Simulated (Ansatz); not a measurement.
# PbS: the cost of one run

Computed with Ansatz 0.2.0 (DFT PBEsol, scalar-relativistic, unless a step's input says otherwise).

### Step 1. The structure to begin with

Symmetry: C2/m, No. 12, monoclinic system. Conventional cell: a = 5.881 Å, b = 5.800 Å, c = 11.759 Å, α = 90.00°, β = 95.27°, γ = 90.00°. Around Pb (site symmetry m) lie 5 S at 2.75 to 2.98 Å. S (site symmetry m) is surrounded by 5 Pb at 2.75 to 2.98 Å.

Coordinates:

```cif
data_structure
_symmetry_space_group_name_H-M 'C2/m'
_symmetry_Int_Tables_number 12
_cell_length_a 5.8810
_cell_length_b 5.8000
_cell_length_c 11.7590
_cell_angle_alpha 90.000
_cell_angle_beta 95.270
_cell_angle_gamma 90.000
_cell_volume 399.40
loop_
_atom_site_label
_atom_site_type_symbol
_atom_site_symmetry_multiplicity
_atom_site_Wyckoff_symbol
_atom_site_fract_x
_atom_site_fract_y
_atom_site_fract_z
_atom_site_occupancy
Pb1 Pb 4 i 0.27560 0.50000 0.63638 1
S1 S 4 i 0.76840 0.50000 0.59860 1
```

The file gives the conventional cell by its symmetry; the runs use the cell typed in the input.

Atoms are numbered in the order of the input: Pb1, Pb2, S3, S4.

### Step 2. The deformed structure

Space group C2/m before, C2/m after.

### Step 3. All-electron LAPW

The input, input.yaml:

```yaml
crystal:
  lattice:
    - [2.9405, -2.9, 0.0]
    - [2.9405, 2.9, 0.0]
    - [-1.08005, 0.0, 11.9434758]
  atoms:
    - { symbol: Pb, position: [0.7756, 0.7756, 0.63638] }
    - { symbol: Pb, position: [0.2244, 0.2244, 0.36362] }
    - { symbol: S, position: [0.2684, 0.2684, 0.5986] }
    - { symbol: S, position: [0.7316, 0.7316, 0.4014] }
kpoints:
  mp_grid: { grid: [7, 7, 3] }
  band_path:
    path:
      - [0.0, 0.0, 0.0]
      - [-0.495149315, 0.495149315, 0.0]
      - [-0.504850685, -0.495149315, 0.0]
      - [-0.5, -0.5, 0.0]
      - [0.0, 0.0, 0.0]
      - [-0.5, -0.5, 0.5]
      - [-0.5156781605, -0.4843218395, 0.5]
      - [-0.4843218395, 0.4843218395, 0.5]
      - [0.0, 0.0, 0.5]
    npoints: 5
scf:
  occupations: { method: fermi_dirac, width: 0.01 }
hamiltonian:
  xc: pbesol
  pseudopotentials: { kind: all_electron, lapw: { basis_error: 0.0005 } }
output:
  forces: true
  stress: true
  eigenvalues: true
```

Started as:

```
$ ansatz run input.yaml --threads 1 --pin off --max-ram 6144MiB --backend cpu --events-out ev --progress --plain --runs-dir out
```

**Question.** How long does this run take on 1 thread of Arm Neoverse V1, shared host, and how much memory does it need?

About 1.9 min, with a peak of 0.71 GiB.
